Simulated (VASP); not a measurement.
SnTe:

```
Te Sn
1.0
     0.00000    3.61115    3.61115
     3.61115    0.00000    3.61115
     3.61115    3.61115    0.00000
Te Sn
1 1
Direct
  0.25000 0.25000 0.25000
  0.00000 0.00000 0.00000
```

Measurements of this composition are mostly on another form, of space group No. 225.

Base run:

```yaml
Program: VASP 6.6.1
Functional: TB-mBJ
Potentials_or_basis: VASP PAW PBE potentials, release 64 (Te, Sn_d)
Cutoff: 520 eV
k_mesh: 8 × 8 × 8
Occupations: gaussian, width 0.02 eV
Spin: no spin polarisation
```

Its results: band gap on the k mesh 0.54 eV, indirect (least direct gap 1.15 eV).

Q: The run is repeated on the same cell with these changes: functional from TB-mBJ to PBEsol. What comes out?

A: Band gap on the k mesh 0.03 eV, indirect (least direct gap 0.76 eV).

Caveats: spin-orbit coupling is left out, which moves the levels of the heavy elements.
